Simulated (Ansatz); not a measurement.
Yb (bcc)

Level of theory: DFT, HSE06, scalar-relativistic, no spin polarisation; plane waves to 420 eV with PAW datasets (Ansatz 0.2.0), 8×8×8 k-mesh, Gaussian smearing of 0.05 eV. The datasets are Ansatz's generated set soft_2.

```
Yb
1.0
    -2.19708    2.19708    2.19708
     2.19708   -2.19708    2.19708
     2.19708    2.19708   -2.19708
Yb
1
Direct
  0.00000 0.00000 0.00000
```

At room temperature and ambient pressure Yb is fcc.

The volume is at zero pressure for this level.

Path: Γ–H–N–Γ–P–H | P–N, with Γ = (0.000, 0.000, 0.000), H = (0.500, -0.500, 0.500), N = (0.000, 0.000, 0.500), P = (0.250, 0.250, 0.250) in reciprocal vectors of the calculation's cell.

Q: Is it a metal or an insulator, and if it has a gap, where are the band edges on this path?

A: A metal: bands cross the Fermi level.

Levels between -3 and 5 eV from the Fermi level at the path's named points:
| point | below E_F (eV) | above E_F (eV) |
| --- | --- | --- |
| Γ | -1.91 -1.91 -1.91 -1.84 -1.84 -1.84 -1.81 | 3.57 3.57 3.57 |
| H | -1.93 -1.90 -1.90 -1.90 -1.81 -1.81 -1.81 -0.08 -0.08 | 4.65 4.65 4.65 |
| N | -1.92 -1.90 -1.90 -1.84 -1.84 -1.83 -1.82 -1.59 | 0.13 1.97 4.88 |
| P | -1.91 -1.88 -1.88 -1.88 -1.84 -1.84 -1.84 | 0.51 0.51 0.51 3.19 |

For elements this heavy, spin–orbit coupling would shift levels and gaps; it isn't included here. Spin polarisation wasn't allowed in this run, so with an open shell this may not be the ground state. For a metal under a hybrid functional this mesh is coarse.
